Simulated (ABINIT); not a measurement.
Crystal: GaSb.

```
Sb Ga
1.0
     0.00000    3.05900    3.05900
     3.05900    0.00000    3.05900
     3.05900    3.05900    0.00000
Sb Ga
1 1
Direct
  0.75000 0.75000 0.75000
  0.00000 0.00000 0.00000
```

Base run:

* Program: ABINIT 10.8.3 (patched build)
* Functional: revPBE
* Potentials or basis: JTH PAW PBE v2.0
* Cutoff: 463 eV
* k mesh: 8 × 8 × 8
* Occupations: fermi-dirac, width 0.05 eV
* Spin: no spin polarisation

Its results: band gap on the k mesh 0.10 eV, direct; pressure 3.3 GPa.

Task: The run is repeated on the same cell with these changes: functional from revPBE to WC. What comes out?

Result: Band gap on the k mesh none (metal or under the smearing width); pressure -0.3 GPa.

WC binds more tightly than revPBE, so the same cell stands under less pressure.

Caveats: the PAW data sets were made with another functional, which shifts forces and pressure a little; spin-orbit coupling is left out, which moves the levels of the heavy elements; this crystal is a semiconductor, whose small gap the functional closes, so the metal is an error of the method (some runs).
